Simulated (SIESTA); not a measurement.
## La2O3 under changes of volume

One of the cells (16.684 Å³/atom); the others are scaled copies at fixed shape and fractional positions:

```
La O
1.0
     3.95681    0.00000    0.00000
    -1.97841    3.42670    0.00000
     0.00000    0.00000    6.15243
La O
2 3
Direct
  0.33333 0.66667 0.24624
  0.66667 0.33333 0.75376
  0.00000 0.00000 0.00000
  0.33333 0.66667 0.64589
  0.66667 0.33333 0.35411
```

The cell is a database's computed one.

```yaml
Program: SIESTA 5.4.2
Functional: PBEsol
Potentials_or_basis: PseudoDojo 0.4 standard (PBEsol files)
Basis: DZP (energy shift 0.003 Ry; two zetas on semicore shells)
Grid_cutoff: 800 Ry
Energy_shift: 0.003 Ry
k_mesh: 8 × 8 × 5
Occupations: fermi-dirac, width 0.05 eV
Spin: no spin polarisation
```

```csv
volume (Å³/atom),energy over the lowest point (meV/atom),pressure (GPa),gap on the mesh (eV),largest force (eV/Å)
15.375,?,?,?,?
15.703,33.54,10.6,3.77,0.623
16.030,15.61,7.0,3.75,0.449
16.684,0.00,0.9,3.69,0.113
17.011,0.97,-1.8,3.66,0.080
17.338,7.04,-4.1,3.63,0.175
```

What does the run at 15.375 Å³/atom give?

Energy over the lowest point 59.05 meV/atom; pressure 14.5 GPa; gap on the mesh 3.76 eV; largest force 0.827 eV/Å.

Worked out: A Birch-Murnaghan fit of order 3 (a polynomial in V^(-2/3)) to the other rows has its minimum at 16.79 Å³/atom with B0 = V·E''(V) = 137 GPa and B' = 4.4 at fixed shape and positions, which overstates the stiffness. It gives 59.32 meV/atom at 15.375 Å³/atom, against the run's 59.05, and -dE/dV = 14.6 GPa, against 14.5. A straight line through the other rows of the gap, of slope -1.44 eV per unit of ln V, extrapolates to 3.81 eV, against the run's 3.76.

Energies are extrapolated to zero smearing.

Caveats: spin-orbit coupling is left out, which moves the levels of the heavy elements; an odd mesh through Γ misses points on the zone boundary, where band edges often lie; the basis of atomic orbitals isn't converged, which shifts pressures, moduli and gaps.
